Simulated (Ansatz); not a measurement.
**V2NS2 MXene monolayer in a perpendicular field**

Aim: how the V2NS2 MXene monolayer screens a field along its normal, and what the field does to its bands. A positive field points along +c.

Calculated with Ansatz 0.2.0; plane-wave DFT, PBE-D3(BJ), Ansatz PAW.

## (1) Set-up

The cell holds 5 atoms: 2 S, 2 V and 1 N. Cell: a = 2.941 Å, b = 2.941 Å, c = 42.589 Å, α = 90.0°, β = 90.0°, γ = 120.0°. Vacuum lies along c.

## (2) Relaxing the slab

The starting cell is a guess, so the in-plane lattice and the atoms are relaxed first, with the slab cut off from its images along the normal.

input.yaml

```yaml
crystal:
  lattice:
    - [2.940652, 0.0, 0.0]
    - [-1.470326, 2.5466793357, 0.0]
    - [0.0, 0.0, 42.589237261]
  atoms:
    - { symbol: S, position: [0.3333333333, 0.6666666667, 0.4320340345] }
    - { symbol: V, position: [0.6666666667, 0.3333333333, 0.4727559588], spin: 2.0 }
    - { symbol: "N", position: [0.0, 0.0, 0.5] }
    - { symbol: V, position: [0.3333333333, 0.6666666667, 0.5272440412], spin: 2.0 }
    - { symbol: S, position: [0.6666666667, 0.3333333333, 0.5679659655] }
  periodic: [true, true, false]
magnetization:
  spin_polarized: true
kpoints:
  mp_grid: { grid: [12, 12, 1] }
hamiltonian:
  xc: pbe
  dispersion: d3bj
scf:
  occupations: { method: fermi_dirac, width: 0.05 }
  convergence: { dr2_threshold: 1.0e-09 }
relax:
  f_tol: 0.004
  max_steps: 90
  cell: {}
output:
  write_potential: true
  write_density: true
  volumetric_format: npy
```

On the command line:

```sh
ansatz run input.yaml --threads 2 --pin off --max-ram 3072MiB --backend cpu --events-out ev --progress --plain --runs-dir out
```

Numbers of over 12 decimals in the logs are rounded to 6 here.

The program printed:

```text
Warning: relax.cell: scf.convergence.dr2_threshold = 1e-9 eV is looser than the 2.00561561724e-10 eV advised for a relaxation that steers and ends on the stress (1e-10 eV for each atom of the cell: 5, times the square of relax.cell.stress_2d_tol = 0.05 N/m over 15.8 Å (the atoms' height at the walk's start and 5 Å past either face), 3.167e-2 GPa, over a crystal's default 0.05). What an SCF threshold leaves in a stress goes as its square root, and in the free energy as the threshold itself, and one threshold admits the most on a small cell: [figures from the program's tests cut] Set scf.convergence.dr2_threshold to 2.00561561724e-10 eV or tighter. [rest of the remark cut]
Engine: ansatz 0.2.0, x86_64-unknown-linux-gnu
Pseudopotentials: kind: paw
Pseudopotential: S, paw, valence charge 6, recommended cutoff 420 eV (normal), S.paw.azcp
Pseudopotential: V, paw, valence charge 13, recommended cutoff 420 eV (normal), V.paw.azcp
Pseudopotential: N, paw, valence charge 5, recommended cutoff 420 eV (normal), N.paw.azcp
Functional definition: PBE
  parameter kappa = 0.804
  parameter beta = 0.066725
  exchange = pbe_x(kappa = kappa, mu = beta*pi^2/3)
  correlation = pbe_c(beta = beta)
Crystal: 5 atoms, lattice volume = 318.946 Å³
Basis set: ecut = 420 eV, 6143 PW (Γ), exchange–correlation on 40×40×576 points (8 copies of the dense FFT grid, shifted against one another)
Bands: 29, of which v1, the nominal top of the filled ones, is band 22 counted from 1 (21 counted from 0)
Symmetry: 12 space group operations
Space group: P-3m1 (ITA 164), of the structure as read, at distance tolerance 6.8e-5 Å
Magnetic group: BNS 164.85 (UNI 1315), of the structure as read, at distance tolerance 6.8e-5 Å
k-points: 19 of 144
Non-local potential: S, projectors of the file, l = 0: 2, l = 1: 2, l = 2: 2
Non-local potential: V, projectors of the file, l = 0: 3, l = 1: 2, l = 2: 3, l = 3: 1
Non-local potential: N, projectors of the file, l = 0: 2, l = 1: 2, l = 2: 1
PAW form: soft (Blöchl's): semilocal exchange-correlation on the pseudo side does not see the compensation charge
PAW one-centre angular grid: S, 110 points (default); XC on 64 Gauss nodes
PAW one-centre angular grid: V, 590 points (default); XC on 64 Gauss nodes
PAW one-centre angular grid: N, 110 points (default); XC on 64 Gauss nodes
Initial density: superposition of atomic densities (neutral atoms: chi_scale 0, normalization atom)
Starting moments: Σ|m| = 4 μB on 2 of 5 sites
Initial wavefunctions: pseudopotential atomic-orbital guess
Functional: x = pbe(κ = 0.804, μ = 0.219515), c = pbe(β = 0.066725)
SCF iter   1: F=—  HF=-8021.091261 eV  |F-HF|=—  |Δ(HF+E_count)|=         —  Δρ=3.85e-2 (↑3.85e-2 ↓2.46e-2)  dr2=1.32e1  dr2_m=1.02e0  M=1.909 μB ∫|m|=2.693 μB  β_m=0.30  ethr=3.10e-3  ⟨swp⟩=16.5  Hψ=9212  notcnv=0
Mixer restart at iter 1: flushing history
preconditioner: auto → LDOS  [metal: Δε(μ)=0.018 eV  Ē_g=9.091 eV  σ=0.050 eV  W_gap=0.09  n_scr=26 (ndim 8)  ℏωp=10.8 eV  f_vac=0.770  D(μ)=4.29/eV (n_scr^D=20)]
spin=Collinear: LDOS preconditioning applied to the charge; magnetization (m = ρ↑ − ρ↓) channel mixes plain (no charge-response kernel on spin).
SCF iter   2: F=—  HF=-8019.681076 eV  |F-HF|=—  |Δ(HF+E_count)|=    1.41e0  Δρ=2.85e-2 (↑2.85e-2 ↓1.81e-2)  dr2=6.64e0  dr2_m=6.11e-1  M=1.711 μB ∫|m|=2.567 μB  β_m=0.60  ethr=3.10e-3  ⟨swp⟩=3.2  Hψ=2207  notcnv=0  defer=37
SCF iter   3: F=—  HF=-8018.742400 eV  |F-HF|=—  |Δ(HF+E_count)|=   9.39e-1  Δρ=6.71e-3 (↑6.01e-3 ↓6.71e-3)  dr2=1.43e-1  dr2_m=8.82e-2  M=1.191 μB ∫|m|=1.953 μB  β_m=0.60  ethr=3.10e-3  ⟨swp⟩=4.0  Hψ=2895  notcnv=0  defer=33
SCF iter   4: F=—  HF=-8019.155983 eV  |F-HF|=—  |Δ(HF+E_count)|=         —  Δρ=1.53e-2 (↑1.47e-2 ↓1.53e-2)  dr2=1.64e-2  dr2_m=6.51e-1  M=0.261 μB ∫|m|=0.572 μB  β_m=1.00  ethr=3.32e-4  ⟨swp⟩=3.5  Hψ=2515  notcnv=0  defer=29  κ⁻¹=1.0e-2(r=2)
SCF iter   5: F=—  HF=-8019.016229 eV  |F-HF|=—  |Δ(HF+E_count)|=   1.40e-1  Δρ=3.17e-3 (↑2.76e-3 ↓3.17e-3)  dr2=1.34e-2  dr2_m=2.45e-2  M=0.122 μB ∫|m|=0.238 μB  β_m=0.60  ethr=1.16e-4  ⟨swp⟩=4.0  Hψ=2978  notcnv=0  defer=29
SCF iter   6: F=—  HF=-8019.014173 eV  |F-HF|=—  |Δ(HF+E_count)|=   2.06e-3  Δρ=1.93e-3 (↑1.42e-3 ↓1.93e-3)  dr2=3.68e-3  dr2_m=7.80e-3  M=0.074 μB ∫|m|=0.147 μB  β_m=0.80  ethr=3.12e-5  ⟨swp⟩=4.0  Hψ=2403  notcnv=0  defer=4
SCF iter   7: F=—  HF=-8019.014984 eV  |F-HF|=—  |Δ(HF+E_count)|=   8.12e-4  Δρ=4.17e-4 (↑3.74e-4 ↓4.17e-4)  dr2=2.51e-3  dr2_m=1.39e-4  M=0.011 μB ∫|m|=0.018 μB  β_m=0.72  ethr=8.56e-6  ⟨swp⟩=3.4  Hψ=2642  notcnv=0  defer=4
SCF iter   8: F=—  HF=-8019.014735 eV  |F-HF|=—  |Δ(HF+E_count)|=   2.50e-4  Δρ=1.23e-4 (↑9.31e-5 ↓1.23e-4)  dr2=1.54e-4  dr2_m=3.24e-6  M=0.002 μB ∫|m|=0.003 μB  β_m=0.76  ethr=5.84e-6  ⟨swp⟩=2.8  Hψ=1838  notcnv=0
SCF iter   9: F=—  HF=-8019.014746 eV  |F-HF|=—  |Δ(HF+E_count)|=   1.17e-5  Δρ=2.83e-5 (↑2.71e-5 ↓2.83e-5)  dr2=8.80e-6  dr2_m=9.42e-7  M=0.002 μB ∫|m|=0.002 μB  β_m=0.77  ethr=3.59e-7  ⟨swp⟩=3.3  Hψ=2350  notcnv=0
SCF iter  10: F=—  HF=-8019.014749 eV  |F-HF|=—  |Δ(HF+E_count)|=   2.80e-6  Δρ=1.06e-5 (↑1.06e-5 ↓1.01e-5)  dr2=2.15e-7  dr2_m=2.46e-7  M=0.001 μB ∫|m|=0.001 μB  β_m=0.83  ethr=2.05e-8  ⟨swp⟩=3.2  Hψ=2354  notcnv=0
SCF iter  11: F=—  HF=-8019.014750 eV  |F-HF|=—  |Δ(HF+E_count)|=   8.71e-7  Δρ=4.81e-6 (↑2.74e-6 ↓4.81e-6)  dr2=2.82e-8  dr2_m=3.49e-8  M=0.000 μB ∫|m|=0.000 μB  β_m=0.87  ethr=5.00e-10  ⟨swp⟩=3.6  Hψ=2686  notcnv=0
SCF iter  12: F=—  HF=-8019.014750 eV  |F-HF|=—  |Δ(HF+E_count)|=   8.26e-8  Δρ=1.01e-6 (↑1.01e-6 ↓8.36e-7)  dr2=2.08e-9  dr2_m=1.88e-9  M=0.000 μB ∫|m|=0.000 μB  β_m=0.90  ethr=6.57e-11  ⟨swp⟩=3.2  Hψ=2489  notcnv=0
SCF iter  13: F=—  HF=-8019.014750 eV  |F-HF|=—  |Δ(HF+E_count)|=   5.65e-9  Δρ=2.98e-7 (↑2.98e-7 ↓2.75e-7)  dr2=6.88e-10  dr2_m=1.37e-10  M=-0.000 μB ∫|m|=0.000 μB  β_m=0.84  ethr=4.83e-12  ⟨swp⟩=3.7  Hψ=2631  notcnv=0
SCF iter  14: F=-8019.014750 eV  HF=-8019.014750 eV  |F-HF|=1.76e-9  |Δ(HF+E_count)|=  3.82e-10  Δρ=8.60e-8 (↑8.60e-8 ↓6.90e-8)  dr2=4.09e-11  dr2_m=4.16e-12  M=-0.000 μB ∫|m|=0.000 μB  ethr=1.60e-12  ⟨swp⟩=8.3  Hψ=8210  notcnv=0
WARN: the starting moments were not kept: the SCF closed with an absolute magnetisation of 5.8e-6 μB, where they sum to 4 μB in size (2 sites). That is at most 0.1 of that sum. Measured as dr2_m measures the in/out step, that magnetisation stands 6.0e-12 eV from none, at or under the dr2_threshold of 1.0e-9 eV: it is no larger than a step whose dr2_m would equal this threshold. The system may hold no moment; this SCF [...]
SCF 1 converged in 14 iterations: F = -8019.014750 eV  dr2 = 4.09e-11
[...]
relax step   5: F+E_penalty+E_count = -8019.47746239 eV  Δ(F+E_penalty+E_count) = +1.964e-5 eV  max|allowed force component| = 4.574e-3 eV/Å  Δτ_max = 0.0045 Å  P = -0.039 N/m  Ω = 340.222 Å³  energy of the carried Pulay correction = -4.959e-3 eV  fix = [c, alpha, beta]  reactions: c -0.000 N/m  (8 SCF iters, accepted)
[...]
relax step   6: F+E_penalty+E_count = -8019.47751031 eV  Δ(F+E_penalty+E_count) = -4.792e-5 eV  max|allowed force component| = 7.943e-4 eV/Å  Δτ_max = 0.0010 Å  P = +0.007 N/m  Ω = 340.052 Å³  energy of the carried Pulay correction = -4.920e-3 eV  fix = [c, alpha, beta]  reactions: c +0.000 N/m  (7 SCF iters, accepted)
[...]
relax step   7: F+E_penalty+E_count = -8019.48482231 eV  Δ(F+E_penalty+E_count) = -7.312e-3 eV  max|allowed force component| = 9.446e-4 eV/Å  Δτ_max = 0.0000 Å  P = +0.170 N/m  Ω = 340.052 Å³  fix = [c, alpha, beta]  reactions: c +0.000 N/m  stress off target by 1.70e-1 N/m on what of the cell is left free  SCF on the basis re-selected at this cell (its energy is not comparable with the rows above)  (6 SCF iters)
[...]
relax step   8: F+E_penalty+E_count = -8019.48477425 eV  Δ(F+E_penalty+E_count) = +4.806e-5 eV  max|allowed force component| = 1.987e-3 eV/Å  Δτ_max = 0.0013 Å  P = -0.005 N/m  Ω = 340.510 Å³  energy of the carried Pulay correction = -1.058e-4 eV  fix = [c, alpha, beta]  reactions: c -0.000 N/m  (8 SCF iters, accepted)
iter 1 solved again at ethr=1.08e-7 eV; its pass at ethr=3.10e-3 eV (dr2=4.62e-5 eV) is discarded
SCF iter   1: F=—  HF=-8019.484664 eV  |F-HF|=—  |Δ(HF+E_count)|=         —  Δρ=4.31e-6 (↑4.31e-6 ↓4.31e-6)  dr2=2.04e-8  dr2_m=2.19e-12  M=-0.000 μB ∫|m|=0.000 μB  β_m=0.65  ethr=1.08e-7  ⟨swp⟩=6.7  Hψ=14858  notcnv=0
preconditioner: auto → LDOS  [metal: Δε(μ)=0.020 eV  Ē_g=7.832 eV  σ=0.050 eV  W_gap=0.10  n_scr=22 (ndim 8)  ℏωp=10.5 eV  f_vac=0.788  D(μ)=2.85/eV (n_scr^D=16)]
spin=Collinear: LDOS preconditioning applied to the charge; magnetization (m = ρ↑ − ρ↓) channel mixes plain (no charge-response kernel on spin).
SCF iter   2: F=—  HF=-8019.484866 eV  |F-HF|=—  |Δ(HF+E_count)|=   2.02e-4  Δρ=1.57e-6 (↑1.57e-6 ↓1.57e-6)  dr2=1.04e-8  dr2_m=8.54e-13  M=-0.000 μB ∫|m|=0.000 μB  β_m=0.45  ethr=4.74e-11  ⟨swp⟩=5.0  Hψ=3684  notcnv=0
SCF iter   3: F=—  HF=-8019.484875 eV  |F-HF|=—  |Δ(HF+E_count)|=   9.51e-6  Δρ=1.08e-6 (↑1.08e-6 ↓1.08e-6)  dr2=1.68e-9  dr2_m=5.54e-13  M=-0.000 μB ∫|m|=0.000 μB  β_m=0.58  ethr=2.41e-11  ⟨swp⟩=3.3  Hψ=2004  notcnv=0
SCF iter   4: F=-8019.484892 eV  HF=-8019.484891 eV  |F-HF|=9.57e-7  |Δ(HF+E_count)|=   1.58e-5  Δρ=1.83e-7 (↑1.83e-7 ↓1.81e-7)  dr2=1.65e-10  dr2_m=9.08e-14  M=-0.000 μB ∫|m|=0.000 μB  ethr=2.33e-12  ⟨swp⟩=13.1  Hψ=9570  notcnv=0
the starting moments were not kept: the SCF closed with an absolute magnetisation of 9.6e-7 μB, where they sum to 4 μB in size (2 sites). That is at most 0.1 of that sum. Measured as dr2_m measures the in/out step, that magnetisation stands 2.8e-13 eV from none, at or under the dr2_threshold of 1.0e-9 eV: it is no larger than a step whose dr2_m would equal this threshold.
SCF 9 converged in 4 iterations: F = -8019.484892 eV  dr2 = 1.65e-10
relax step   9: F+E_penalty+E_count = -8019.48489215 eV  Δ(F+E_penalty+E_count) = -1.179e-4 eV  max|allowed force component| = 1.998e-3 eV/Å  Δτ_max = 0.0000 Å  P = -0.003 N/m  Ω = 340.510 Å³  fix = [c, alpha, beta]  reactions: c -0.000 N/m  stress off target by 3.08e-3 N/m on what of the cell is left free  SCF on the basis re-selected at this cell (its energy is not comparable with the rows above)  (4 SCF iters)
basis re-selected at this cell: Δ(F+E_penalty+E_count) = -1.179e-4 eV, ΔP = +0.002 N/m vs the last step (what re-selecting the basis moved, of the pressure what is left beyond the Pulay correction that the steps carried, after the strain that the cell walked since its last selection, with what the two solves' SCF thresholds leave and, on support functions, any second-order correction that the steps lacked; it is no m [...]
WARN: The output density's exchange-correlation potential varies sharply where the density is thin. Do not read a vacuum level from v_tot or v_xc, or from such a field of the output density. On a cell that repeats whose density bears no net charge and no dipole along the vacuum's axis use v_es (v_loc + v_h of the components); under efield.dipole_correction with no amplitude use v_es + v_field, which holds any externa [...]
SCF converged after 4 iterations
Magnetization: -0.0000 μB (21.5000 up, 21.5000 down)
Absolute magnetization: 0.0000 μB (∫|ρ↑−ρ↓|, with the PAW one-centre terms)
Spin contamination: 0.0000 ħ² per cell (⟨S²⟩ above its minimum at these occupations)
Per-site moments (μB) at R_I (Å): [(1.3898908979365265e-9, 0.973020), (-2.982680419488626e-7, 0.841292), (7.900912625356595e-8, 0.841292), (-2.982680418551646e-7, 0.841292), (1.389890910902651e-9, 0.973020)]
Free energy (F): -8019.484892 eV
Harris-Foulkes:  -8019.484891 eV  (|F-HF|=9.57e-7)
Internal energy: -8019.461983 eV  (E = F + TS)
E sigma→0 (E₀):  -8019.473438 eV
Entropy (-TS):   -0.022909 eV (-4.582 meV/atom)
Fermi energy:    -5.271626 eV
--- Per-component energies (eV) ---
  E_band       = -1122.547893
  E_kinetic    = 1022.451675
  E_local      = -185191.897859  (includes V_loc(G=0)·N_el)
  E_nonlocal   = 8.729546
  E_hartree    = 92023.299476
  E_xc         = -517.853713
  E_vxc        = -585.723326  (∫ρ·V_xc dr)
  E_paw        = -3552.180966  (= ΣΔE_a)
  E_vpaw       = -422.708893  (= ΣTr[D̂ρ^β])
  E_aug_tail   = 0.000642  (compensation charges beyond the density's cutoff)
  E_ewald      = 88189.811926
  E_disp       = -1.822710  (pairwise vdW)
  E_smearing   = -0.022909  (= −TS)
  E_closure    = -0.000000  (closes the sum)
  Σ components = -8019.484892   (vs F -8019.484892, Δ=0.00e0)
--- Forces (eV/Å), atoms counted from 1 ---
  atom   1  S      0.00000000     0.00000000     0.00023861
  atom   2  V      0.00000000    -0.00000000     0.00199795
  atom   3  N      0.00000000     0.00000000     0.00000000
  atom   4  V     -0.00000000     0.00000000    -0.00199795
  atom   5  S      0.00000000    -0.00000000    -0.00023861
  max |Σ_I F_I| component: 1.85e-17 eV/Å
--- 2D stress c σ (N/m, compression-positive) ---
       -0.003085      -0.000000      -0.000000
       -0.000000      -0.003085      -0.000000
       -0.000000      -0.000000      -0.000000
  P = ½ c Tr σ = -0.0031 N/m
--- Band table (eV; the first three rows and the last of 38) ---
  k-point 0 ↑: bands = [... 18 lower, -6.5037, -6.5037, -5.8409, -5.0612, -5.0612, -4.7421, -4.7421, -4.3331, ... 3 higher]
  k-point 1 ↑: bands = [... 18 lower, -6.7393, -6.6986, -6.0419, -5.0919, -5.0898, -4.7225, -4.5463, -4.0670, ... 3 higher]
  k-point 2 ↑: bands = [... 18 lower, -7.1403, -6.7888, -6.5390, -5.2484, -5.0703, -4.6159, -4.0845, -3.8826, ... 3 higher]
  k-point 18 ↓: bands = [... 18 lower, -8.6925, -8.6925, -5.3941, -5.3941, -5.2644, -4.0932, -4.0932, -3.7755, ... 3 higher]
  the weakly bound empty levels are not read free of the cell's end (no_gap_told)
--- Relaxed structure (7 steps of the walk, 7 accepted, 2 SCFs on fresh bases) ---
  F+E_penalty+E_count = -8019.48489215 eV   max|allowed force component| = 1.998e-3 eV/Å   (the final SCF, on the basis selected at the relaxed cell)
  cell:  # Å, volume = 340.5101 Å³
    - [3.038434, 0, 0]
    - [-1.519217, 2.631361, 0]
    - [0, 0, 42.589237261]
  atoms:
    - { symbol: S, position: [0.333333, 0.666667, 0.438547] }
    - { symbol: V, position: [0.666667, 0.333333, 0.475574] }
    - { symbol: N, position: [0, 0, 0.5] }
    - { symbol: V, position: [0.333333, 0.666667, 0.524426] }
    - { symbol: S, position: [0.666667, 0.333333, 0.561453] }
```

Elapsed: 45 s, on 2 threads of AMD EPYC 9R45, shared host; peak memory 0.87 GiB.

Step by step:

```
step  energy less that of the first step (eV)  largest force component (eV/Å)  volume (Å³)
   1                                   0.0000                          1.5923       318.95
   2                                  -0.4115                          0.3509       330.89
   3                                  -0.4472                          0.2420       343.39
   4                                  -0.4627                          0.0256       339.59
   5                                  -0.4627                          0.0046       340.22
   6                                  -0.4628                          0.0008       340.05
  7*                                  -0.4701                          0.0009       340.05
   8                                  -0.4700                          0.0020       340.51
  9*                                  -0.4701                          0.0020       340.51
```

Relaxation steps marked * repeat the geometry before them on a plane-wave basis chosen anew for their cell, so energy and pressure can jump there.

The run keeps the 12 symmetry operations that it works with, so distortions that break them were not tested.

```
cell as run  before  after  change
      a (Å)   2.941  3.038  +3.3 %
      b (Å)   2.941  3.038  +3.3 %
```

The atoms that moved most (Å, along periodic axes as changes of fractional coordinates times the final cell, across vacuum about the mean position):

```
atom     dx     dy      dz  length
  S1  0.000  0.000   0.277   0.277
  S5  0.000  0.000  -0.277   0.277
  V2  0.000  0.000   0.120   0.120
  V4  0.000  0.000  -0.120   0.120
```

The relaxed structure:

```xyz
5
Lattice="3.0384 0.0000 0.0000 -1.5192 2.6314 0.0000 0.0000 0.0000 42.5892" Properties=species:S:1:pos:R:3
S     0.0000    1.7542   18.6774
V     1.5192    0.8771   20.2543
N     0.0000    0.0000   21.2946
V     0.0000    1.7542   22.3349
S     1.5192    0.8771   23.9118
```

Numbers from this step:

```
energy at zero smearing : -8019.4734 eV
```

The lattice constant a goes from 2.941 to 3.038 Å.

(Continued in part 2 of 2.)

[Logs are printed without paths, hosts, clocks, repeated set-up lines and the standing remarks that a program may print on its own settings, such as how far it seeks lower states.]

[Hosts, paths, dates, database ids (printed as entryN), source tags and the programs' standing remarks are cut or masked in the printed files.]

[Maps of the electrostatic potential energy from Ansatz leave out the sawtooth potential of an applied field or a dipole correction, so their vacuum need not be flat; planar profiles and work functions include it.]
